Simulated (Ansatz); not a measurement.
## TiO2: do the settings matter for the field gradients?

Cell: a structure deposited in the COD, its atoms then relaxed with PBE in this cell.

```yaml
crystal:
  lattice:
    - [4.51500, 0.00000, 0.00000]
    - [0.00000, 5.49700, 0.00000]
    - [0.00000, 0.00000, 4.93900]
  atoms:
    - { symbol: Ti, position: [0.00000, 0.17453, 0.25000] }
    - { symbol: Ti, position: [0.50000, 0.32547, 0.75000] }
    - { symbol: Ti, position: [0.00000, 0.82547, 0.75000] }
    - { symbol: Ti, position: [0.50000, 0.67453, 0.25000] }
    - { symbol: O, position: [0.27040, 0.38191, 0.41969] }
    - { symbol: O, position: [0.22960, 0.11809, 0.91969] }
    - { symbol: O, position: [0.77040, 0.11809, 0.58031] }
    - { symbol: O, position: [0.72960, 0.38191, 0.08031] }
    - { symbol: O, position: [0.72960, 0.61809, 0.58031] }
    - { symbol: O, position: [0.77040, 0.88191, 0.08031] }
    - { symbol: O, position: [0.22960, 0.88191, 0.41969] }
    - { symbol: O, position: [0.27040, 0.61809, 0.91969] }
```

Atoms are numbered from 1 in the order listed; like atoms form one site, named after its first atom.

Reference run. Level of theory: DFT, PBE, plane waves and PAW, scalar-relativistic, 420 eV cutoff, Γ-centred 4×4×4 k-points, Fermi–Dirac smearing 0.02 eV (Ansatz 0.2.0).

(1) The input is changed as follows: `kpoints.mp_grid.grid`: [4, 4, 4] → [1, 1, 1]. What happens to V_zz (10²¹ V/m²) and η?

## Answers

(1) 

```json
{"site": "Ti", "atom": "1", "V_zz reference": "2.68", "η reference": "0.68", "V_zz changed": "2.56", "η changed": "0.43"}
{"site": "O", "atom": "5", "V_zz reference": "-2.73", "η reference": "0.49", "V_zz changed": "-4.24", "η changed": "0.60"}
```

The largest change of V_zz is on O, from -2.73 to -4.24. In per cent, |V_zz| changes by -4 on Ti, +56 on O (all sites that start above 0.5). Where |V_zz| stays above 0.1, η moves most on Ti, from 0.68 to 0.43. At these positions, which the reference run relaxed to, the changed run has forces up to 1.0 eV/Å, so its atoms aren't at their own equilibrium. Its pressure is 9 GPa, against 5 GPa in the reference run. In the changed run the k-mesh is coarser than the standard one, so its values aren't converged ones.

On the reference run: At this cell the PBE pressure is 5 GPa, so with PBE the cell would grow if it were relaxed.
